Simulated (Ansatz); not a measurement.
# Preparing Al2O3 (R-3c) as a host crystal

Before any defect goes in: Al2O3 (R-3c) at rest, and how it screens a charge.

Program: Ansatz 0.2.0. Level of theory: plane-wave PAW DFT, PBEsol; relaxation of the host's cell and atoms; PAW set soft_1, in the first sound run; inputs show where later runs differ. Results are calculated unless marked as measured.

## 1. The structure

Symmetry: R-3c, No. 167, trigonal system. The conventional cell has a = 4.805 Å, b = 4.805 Å, c = 13.116 Å, α = 90.00°, β = 90.00°, γ = 120.00°. Al has 6 O at 1.87 to 1.99 Å nearest. Nearest to O lie 4 Al at 1.87 to 1.99 Å. Farther neighbours and most contacts between anions are not listed.

## 2. Host cell relaxation

Lattice and positions are set free, within the symmetry that the program keeps.

cell/input.yaml

```yaml
crystal:
  lattice:
    - [2.4025136, 1.3870919, 4.3720844]
    - [-2.4025136, 1.3870919, 4.3720844]
    - [0.0, -2.7741838, 4.3720844]
  atoms:
    - { symbol: Al, position: [0.647904, 0.647904, 0.647904] }
    - { symbol: Al, position: [0.852096, 0.852096, 0.852096] }
    - { symbol: Al, position: [0.147904, 0.147904, 0.147904] }
    - { symbol: Al, position: [0.352096, 0.352096, 0.352096] }
    - { symbol: O, position: [0.4438545, 0.0561455, 0.75] }
    - { symbol: O, position: [0.9438545, 0.25, 0.5561455] }
    - { symbol: O, position: [0.0561455, 0.75, 0.4438545] }
    - { symbol: O, position: [0.75, 0.4438545, 0.0561455] }
    - { symbol: O, position: [0.25, 0.5561455, 0.9438545] }
    - { symbol: O, position: [0.5561455, 0.9438545, 0.25] }
basis:
  ecutwfc: 420
  xc_grid: 2
hamiltonian:
  xc: pbesol
  pseudopotentials: { kind: paw, azcp: { folder: soft_1 }, xc_functional: pbe }
kpoints:
  mp_grid: { grid: [7, 7, 7] }
scf:
  occupations: { method: fixed }
  max_iter: 100
relax:
  f_tol: 0.005
  max_steps: 60
  cell: {}
output:
  forces: true
  stress: true
checkpoint:
  write: "../cell.run"
  compress: false
  write_wavefunctions: false
  write_every: 100000
```

Command:

```console
> ansatz run input.yaml --threads 32 --pin off --max-ram 84787MiB --backend cpu --events-out ev --progress --plain --runs-dir out
```

Numbers of over 12 decimals in the logs are rounded to 6 here.

What it wrote:

```text
[... repeated set-up lines and file paths are left out, and long positions are rounded to six places ...]
Engine: ansatz 0.2.0, aarch64-unknown-linux-gnu
Pseudopotentials: kind: paw
Pseudopotential: Al, paw, valence charge 3, recommended cutoff 420 eV (normal), soft_1/Al.paw.azcp
Pseudopotential: O, paw, valence charge 6, recommended cutoff 420 eV (normal), soft_1/O.paw.azcp
Functional definition: PBEsol
  exchange = pbesol_x
  correlation = pbesol_c
Crystal: 10 atoms, lattice volume = 87.420 Å³
Basis set: ecut = 420 eV, 1707 PW (Γ), exchange–correlation on 72×72×72 points (8 copies of the dense FFT grid, shifted against one another)
Bands: 34, of which v1, the nominal top of the filled ones, is band 24 counted from 1 (23 counted from 0)
Symmetry: 12 space group operations
Space group: R-3c (ITA 167), of the structure as read, at distance tolerance 4.4e-5 Å
k-points: 44 of 343
Non-local potential: Al, projectors of the file, l = 0: 2, l = 1: 2, l = 2: 1
Non-local potential: O, projectors of the file, l = 0: 2, l = 1: 2, l = 2: 1
PAW form: soft (Blöchl's): semilocal exchange-correlation on the pseudo side does not see the compensation charge
PAW frozen core: Al, regenerated for the run's functional, and the local potential with it (the file was generated under x = pbe(κ = 0.804, μ = 0.219515), c = pbe(β = 0.066725))
PAW frozen core: O, regenerated for the run's functional, and the local potential with it (the file was generated under x = pbe(κ = 0.804, μ = 0.219515), c = pbe(β = 0.066725))
PAW one-centre angular grid: Al, 110 points (default); XC on 64 Gauss nodes
PAW one-centre angular grid: O, 110 points (default); XC on 64 Gauss nodes
Initial density: superposition of atomic densities (chi_scale 0.1, normalization cell, long waves kept (reshape's long-wave potential 0.00 eV rms))
Initial wavefunctions: pseudopotential atomic-orbital guess
Functional: x = pbesol(κ = 0.804, μ = 0.123457), c = pbesol(β = 0.046)
SCF iter   1: F=—  HF=-5481.976350 eV  |Δ(HF+E_count)|=         —  Δρ=1.14e-1  dr2=1.11e1  Hψ=5661
preconditioner: auto → Resta (q_TF=auto, 2.469 Å⁻¹)  ε∞=3.3  [insulator: Δε(μ)=6.745 eV  Ē_g=18.002 eV  n_scr=20 (ndim 8)  ℏωp=27.5 eV  f_vac=0.000  ε∞_Penn≈3.3]
SCF iter   2: F=—  HF=-5479.046715 eV  |Δ(HF+E_count)|=    2.93e0  Δρ=4.12e-2  dr2=7.20e-1  Hψ=3199
SCF iter   3: F=—  HF=-5478.900486 eV  |Δ(HF+E_count)|=   1.46e-1  Δρ=2.04e-2  dr2=2.09e-1  Hψ=1399
automatic band count: iteration 3 solves 33 bands in place of 34: the levels show a gap, and the empty bands left out lie too high to hold charge; the band table lists the bands solved (type scf.n_extra_bands for more)
[...]
SCF 1 converged in 7 iterations: F = -5478.866648 eV  dr2 = 1.36e-8
  greatest PAW one-centre occupation: 0.855 electrons in one spin orbital (limit 2), on the O atom at site 9 (counted from 0), in its partial waves of l = 0
relax step   1: F+E_penalty+E_count = -5478.86664780 eV  Δ(F+E_penalty+E_count) = +0.000e0 eV  max|allowed force component| = 5.383e-2 eV/Å  Δτ_max = 0.0000 Å  P = -4.934 GPa  Ω = 87.420 Å³  (7 SCF iters, dr2 threshold 1.00e-7 eV, accepted)
[... the SCF cycles and remarks between the steps are left out from here to the last step ...]
relax step   2: F+E_penalty+E_count = -5478.88897261 eV  Δ(F+E_penalty+E_count) = -2.232e-2 eV  max|allowed force component| = 3.406e-2 eV/Å  Δτ_max = 0.0020 Å  P = -2.743 GPa  Ω = 86.605 Å³  energy of the carried Pulay correction = +2.669e-3 eV  (5 SCF iters, dr2 threshold 1.00e-6 eV, accepted)
relax step   3: F+E_penalty+E_count = -5478.90069714 eV  Δ(F+E_penalty+E_count) = -1.172e-2 eV  max|allowed force component| = 3.339e-2 eV/Å  Δτ_max = 0.0007 Å  P = +0.056 GPa  Ω = 85.619 Å³  energy of the carried Pulay correction = +5.930e-3 eV  (5 SCF iters, dr2 threshold 1.00e-6 eV, accepted)
relax step   4: F+E_penalty+E_count = -5478.90077370 eV  Δ(F+E_penalty+E_count) = -7.656e-5 eV  max|allowed force component| = 1.716e-2 eV/Å  Δτ_max = 0.0009 Å  P = +0.010 GPa  Ω = 85.629 Å³  energy of the carried Pulay correction = +5.895e-3 eV  (4 SCF iters, dr2 threshold 6.97e-8 eV, accepted)
relax step   5: F+E_penalty+E_count = -5478.90078717 eV  Δ(F+E_penalty+E_count) = -1.348e-5 eV  max|allowed force component| = 4.337e-3 eV/Å  Δτ_max = 0.0008 Å  P = -0.010 GPa  Ω = 85.636 Å³  energy of the carried Pulay correction = +5.873e-3 eV  (4 SCF iters, dr2 threshold 1.84e-8 eV, accepted)
relax step   6: F+E_penalty+E_count = -5478.89562576 eV  Δ(F+E_penalty+E_count) = +5.161e-3 eV  max|allowed force component| = 4.297e-3 eV/Å  Δτ_max = 0.0000 Å  P = -0.137 GPa  Ω = 85.636 Å³  stress off target by 1.42e-1 GPa  SCF on the basis re-selected at this cell (its energy is not comparable with the rows above)  (5 SCF iters)
relax step   7: F+E_penalty+E_count = -5478.89580294 eV  Δ(F+E_penalty+E_count) = -1.772e-4 eV  max|allowed force component| = 1.522e-5 eV/Å  Δτ_max = 0.0003 Å  P = -0.002 GPa  Ω = 85.590 Å³  energy of the carried Pulay correction = +1.533e-4 eV  (4 SCF iters, dr2 threshold 5.04e-8 eV, accepted)
iter 1 solved again at ethr=4.12e-8 eV; its pass at ethr=3.10e-3 eV (dr2=1.98e-5 eV) is discarded
SCF iter   1: F=—  HF=-5478.895608 eV  |Δ(HF+E_count)|=         —  Δρ=6.40e-6  dr2=8.76e-9  Hψ=9904
[...]
SCF iter   2: F=—  HF=-5478.895609 eV  |Δ(HF+E_count)|=   8.88e-7  Δρ=3.06e-6  dr2=3.11e-9  Hψ=2386
SCF iter   3: F=—  HF=-5478.895609 eV  |Δ(HF+E_count)|=   2.02e-9  Δρ=8.74e-7  dr2=4.01e-10  Hψ=2391
SCF iter   4: F=-5478.895609 eV  HF=-5478.895609 eV  |Δ(HF+E_count)|=  9.00e-11  Δρ=2.08e-7  dr2=2.35e-11  Hψ=4580
SCF 8 converged in 4 iterations: F = -5478.895609 eV  dr2 = 2.35e-11
relax step   8: F+E_penalty+E_count = -5478.89560894 eV  Δ(F+E_penalty+E_count) = +1.940e-4 eV  max|allowed force component| = 6.235e-6 eV/Å  Δτ_max = 0.0000 Å  P = -0.004 GPa  Ω = 85.590 Å³  stress off target by 4.28e-3 GPa  SCF on the basis re-selected at this cell (its energy is not comparable with the rows above)  (4 SCF iters)
basis re-selected at this cell: Δ(F+E_penalty+E_count) = +1.940e-4 eV, ΔP = -0.002 GPa vs the last step (what re-selecting the basis moved, of the pressure what is left beyond the Pulay correction that the steps carried, after the strain that the cell walked [...]
SCF converged after 4 iterations
Free energy (F): -5478.895609 eV
Harris-Foulkes:  -5478.895609 eV  (|F-HF|=1.09e-11)
Internal energy: -5478.895609 eV  (E = F + TS)
E sigma→0 (E₀):  -5478.895609 eV
Fermi energy:    7.505287 eV
--- Per-component energies (eV) ---
  E_band       = 56.362968
  E_kinetic    = 1136.317995
  E_local      = -1961.673058  (includes V_loc(G=0)·N_el)
  E_nonlocal   = 353.346559
  E_hartree    = 741.660506
  E_xc         = -584.977166
  E_vxc        = -676.777799  (∫ρ·V_xc dr)
  E_paw        = -2772.327597  (= ΣΔE_a)
  E_vpaw       = -278.176412  (= ΣTr[D̂ρ^β])
  E_aug_tail   = 0.004758  (compensation charges beyond the density's cutoff)
  E_ewald      = -2391.535890
  E_core_change = 0.288284  (= ΣΔE_core)
  E_smearing   = -0.000000  (= −TS)
  E_closure    = -0.000000  (closes the sum)
  Σ components = -5478.895609   (vs F -5478.895609, Δ=0.00e0)
--- Forces (eV/Å), atoms counted from 1 ---
  atom   1  Al    -0.00000000     0.00000000     0.00000623
  atom   2  Al    -0.00000000     0.00000000    -0.00000623
  atom   3  Al     0.00000000    -0.00000000     0.00000623
  atom   4  Al     0.00000000    -0.00000000    -0.00000623
  atom   5  O     -0.00000604    -0.00000000    -0.00000000
  atom   6  O     -0.00000302    -0.00000523     0.00000000
  [... 4 more lines of this table ...]
  max |Σ_I F_I| component: 2.31e-18 eV/Å
--- Stress (GPa, compression-positive) ---
       -0.004284      -0.000000       0.000000
       -0.000000      -0.004284       0.000000
        0.000000       0.000000      -0.002935
  P = ⅓ Tr σ = -0.0038 GPa (-0.038 kbar)
--- Relaxed structure (6 steps of the walk, 6 accepted, 2 SCFs on fresh bases) ---
  F+E_penalty+E_count = -5478.89560894 eV   max|allowed force component| = 6.235e-6 eV/Å   (the final SCF, on the basis selected at the relaxed cell)
  cell:  # Å, volume = 85.5896 Å³
    - [2.386653, 1.377935, 4.337623]
    - [-2.386653, 1.377935, 4.337623]
    - [0, -2.755869, 4.337623]
  atoms:
    - { symbol: Al, position: [0.647953, 0.647953, 0.647953] }
    - { symbol: Al, position: [0.852047, 0.852047, 0.852047] }
    - { symbol: Al, position: [0.147953, 0.147953, 0.147953] }
    - { symbol: Al, position: [0.352047, 0.352047, 0.352047] }
    - { symbol: O, position: [0.444168, 0.055832, 0.750000] }
    - { symbol: O, position: [0.944168, 0.250000, 0.555832] }
  [... 4 more lines of this table ...]
```

The job ended after 2.6 s (32 threads of Arm Neoverse V2, shared host; peak memory 0.63 GiB).

Relaxation path:

```tsv
step	energy less that of the first step (eV)	largest force component (eV/Å)	pressure (GPa)	volume (Å³)
1	0.0000	0.0538	-4.93	87.42
2	-0.0223	0.0341	-2.74	86.60
3	-0.0340	0.0334	0.06	85.62
4	-0.0341	0.0172	0.01	85.63
5	-0.0341	0.0043	-0.01	85.64
6	-0.0290	0.0043	-0.14	85.64
7	-0.0292	0.0000	0.00	85.59
8*	-0.0290	0.0000	0.00	85.59
```

Relaxation steps marked * repeat the geometry before them on a plane-wave basis chosen anew for their cell, so energy and pressure can jump there. The log counts 2 steps on a newly chosen plane-wave basis, not all of them marked here; energy and pressure can jump at such steps.

The run keeps the 12 symmetry operations that it works with, so distortions that break them were not tested.

```tsv
conventional cell, symmetrised	before	after	change
a (Å)	4.805	4.773	-0.7 %
b (Å)	4.805	4.773	-0.7 %
c (Å)	13.116	13.013	-0.8 %
volume (Å³/atom)	8.74	8.56	-2.1 %
```

This step gave:

| Quantity | Value |
| --- | --- |
| pressure | -0.003835 GPa |

The relaxation ends with a pressure of 0.00 GPa.

## 3. Dielectric tensors of the host

The response to a uniform electric field gives the electronic dielectric tensor.

This step: plane-wave PAW DFPT, PBEsol; dielectric tensors, Born charges and zone-centre modes of the host; PAW set soft_1 (Ansatz 0.2.0).

eps/input.yaml

```yaml
crystal:
  lattice:
    - [2.3866526644, 1.3779345583, 4.3376225335]
    - [-2.3866526644, 1.3779345583, 4.3376225335]
    - [0.0, -2.7558691165, 4.3376225335]
  atoms:
    - { symbol: Al, position: [0.6479531977, 0.6479531977, 0.6479531977] }
    - { symbol: Al, position: [0.8520468023, 0.8520468023, 0.8520468023] }
    - { symbol: Al, position: [0.1479531977, 0.1479531977, 0.1479531977] }
    - { symbol: Al, position: [0.3520468023, 0.3520468023, 0.3520468023] }
    - { symbol: O, position: [0.4441683054, 0.0558316946, 0.75] }
    - { symbol: O, position: [0.9441683054, 0.25, 0.5558316946] }
    - { symbol: O, position: [0.0558316946, 0.75, 0.4441683054] }
    - { symbol: O, position: [0.75, 0.4441683054, 0.0558316946] }
    - { symbol: O, position: [0.25, 0.5558316946, 0.9441683054] }
    - { symbol: O, position: [0.5558316946, 0.9441683054, 0.25] }
basis:
  ecutwfc: 420
hamiltonian:
  xc: pbesol
  pseudopotentials: { kind: paw, azcp: { folder: soft_1 }, xc_functional: pbe }
kpoints:
  mp_grid: { grid: [6, 6, 6] }
scf:
  occupations: { method: fixed }
  max_iter: 100
phonons:
  method: dfpt
  dielectric: true
  rigid_motions: translations
```

What it wrote:

```text
[...]
Crystal: 10 atoms, lattice volume = 85.590 Å³
Basis set: ecut = 420 eV, 1653 PW (Γ), exchange–correlation on 72×72×72 points (8 copies of the dense FFT grid, shifted against one another)
Bands: 34, of which v1, the nominal top of the filled ones, is band 24 counted from 1 (23 counted from 0)
Symmetry: 12 space group operations
k-points: 112 of 216 (irreducible under 1 space group operation, time reversal used)
[...]
SCF iter   1: F=—  HF=-5482.114746 eV  |Δ(HF+E_count)|=         —  Δρ=1.18e-1  dr2=1.13e1  Hψ=14498
[...]
SCF iter   9: F=-5478.895573 eV  HF=-5478.895573 eV  |Δ(HF+E_count)|=  1.16e-10  Δρ=9.60e-8  dr2=6.47e-12  Hψ=25874
SCF 1 converged in 9 iterations: F = -5478.895573 eV  dr2 = 6.47e-12
[...]
NSCF: frozen V_eff on 6 k-points
DFPT response loops at Γ: preconditioner auto → none (the input reference at scf.mixing.eps_inf says where Resta's filter doesn't serve); β = 0.50; Broyden in place of MSR1
SCF converged after 9 iterations
Free energy (F): -5478.895573 eV
[...]
Internal energy: -5478.895573 eV  (E = F + TS)
E sigma→0 (E₀):  -5478.895573 eV
Fermi energy:    7.505287 eV
[...]
--- Band table (eV; the first three rows and the last of 112) ---
[...]
--- Phonons (Γ-DFPT): 5 representative perturbations + reference, on 112 of 216 k-points (Σ response iterations 15) ---
  k mesh reduced under 1 symmetry operation, with k and −k counted as one. Each operation leaves every solved perturbation unchanged. A smaller set is not considered because the run solves the response to a homogeneous field
  ASR residual: 3.562e-5 → 0.000e0 eV/Å²; symmetrization residual: 2.668e-5 eV/Å²
  ASR residual per site (eV/Å²): 2.47e-5 2.47e-5 2.47e-5 2.47e-5 3.56e-5 2.70e-5 2.70e-5 2.70e-5 2.70e-5 3.56e-5
  Γ frequencies (cm⁻¹): 0.00 0.00 0.00 298.24 363.84 363.84 377.31 377.31 383.84 406.16 421.09 421.09 425.52 425.52 433.81 433.81 514.51 558.01 558.01 562.64 562.64 569.03 589.66 614.84 614.84 625.67 674.54 730.66 730.66 731.24
  ε∞ (high-frequency dielectric tensor):
        3.294920     0.000000    -0.000000
        0.000000     3.294920    -0.000000
        0.000000    -0.000000     3.256330
  ε⁰ (static dielectric tensor: ions relaxed, cell fixed):
        9.663769     0.000000    -0.000000
        0.000000     9.663769     0.000000
       -0.000000     0.000000    11.746694
  ε⁰ − ε∞ (ionic part):
        6.368849     0.000000    -0.000000
        0.000000     6.368849     0.000000
       -0.000000     0.000000     8.490364
  softest optical mode at Γ: 298.24 cm⁻¹; the repairs (sum rule, projections) moved no ω² at Γ by more than (3.83 cm⁻¹)²
  Born effective charges Z* (e; rows j = field, columns β = displacement):
    site 0:
         2.97855   -0.03055    0.00000
         0.03055    2.97855   -0.00000
        -0.00000   -0.00000    2.94565
    site 1:
         2.97855    0.03055   -0.00000
        -0.03055    2.97855   -0.00000
         0.00000   -0.00000    2.94565
    site 2:
         2.97855    0.03055   -0.00000
        -0.03055    2.97855   -0.00000
         0.00000   -0.00000    2.94565
    site 3:
         2.97855   -0.03055    0.00000
         0.03055    2.97855   -0.00000
        -0.00000   -0.00000    2.94565
    site 4:
        -2.08733    0.00000   -0.00000
        -0.00000   -1.88407    0.27155
         0.00000    0.36483   -1.96377
    site 5:
        -1.93489   -0.08802    0.23517
        -0.08802   -2.03652   -0.13578
         0.31595   -0.18242   -1.96377
    site 6:
        -1.93489   -0.08802    0.23517
        -0.08802   -2.03652   -0.13578
         0.31595   -0.18242   -1.96377
    site 7:
        -1.93489    0.08802   -0.23517
         0.08802   -2.03652   -0.13578
        -0.31595   -0.18242   -1.96377
    site 8:
        -1.93489    0.08802   -0.23517
         0.08802   -2.03652   -0.13578
        -0.31595   -0.18242   -1.96377
    site 9:
        -2.08733    0.00000   -0.00000
        -0.00000   -1.88407    0.27155
        -0.00000    0.36483   -1.96377
  Z* charge neutrality: 1.709e-5 e pre-enforcement
  k-mesh period / interband length: 28.6 Å / 1.27 Å = 22.51 at k = (0.0000, 0.0000, 0.0000), direct gap 6.038 eV — 14 or more, which is no proof of convergence
  optical modes at Γ without the LO–TO term, one row a degenerate level:
      ω (cm⁻¹)  modes    IR ((D/Å)²/amu)
        298.24      1             0.0000
[...]
optical modes at Γ + LO–TO along q̂ = [1.0000, 0.0000, 0.0000]:
      ω (cm⁻¹)  modes    IR ((D/Å)²/amu)
[...]
optical modes at Γ + LO–TO along q̂ = [0.0000, 1.0000, 0.0000]:
      ω (cm⁻¹)  modes    IR ((D/Å)²/amu)
[...]
optical modes at Γ + LO–TO along q̂ = [0.0000, 0.0000, 1.0000]:
      ω (cm⁻¹)  modes    IR ((D/Å)²/amu)
[...]
433.81      2             0.0000
        487.20      1             2.0851
        514.51      1             0.0000
        558.01      2            81.4600
        562.64      2             0.0000
        589.66      1             0.0000
        614.84      2             7.4447
        625.67      1             0.0000
        674.54      1             0.0000
        730.66      2             0.0000
        731.24      1             0.0000
        851.48      1            62.1090
```

Elapsed: 13 s, on 32 threads; peak memory 1.4 GiB; 5 min of CPU time.

Electronic dielectric tensor:

```
3.29 0.00 0.00
0.00 3.29 0.00
0.00 0.00 3.26
```

Static dielectric tensor:

```
 9.66  0.00  0.00
 0.00  9.66  0.00
 0.00  0.00 11.75
```

The principal values of the electronic dielectric tensor are 3.26, 3.29 and 3.29. The principal values of the static dielectric tensor are 9.66, 9.66 and 11.75.

(Part 1 of 2 ends here.)

[Logs are printed without paths, hosts, clocks, repeated set-up lines and the standing remarks that a program may print on its own settings, such as how far it seeks lower states.]

[Hosts, paths, dates, database ids (printed as entryN), source tags and the programs' standing remarks are cut or masked in the printed files.]

[Runs of the host that timed out are not shown.]

[For some hosts the program warned that the k-mesh of the response run may be too coarse for force constants and the static dielectric constant; such warnings are not always shown.]
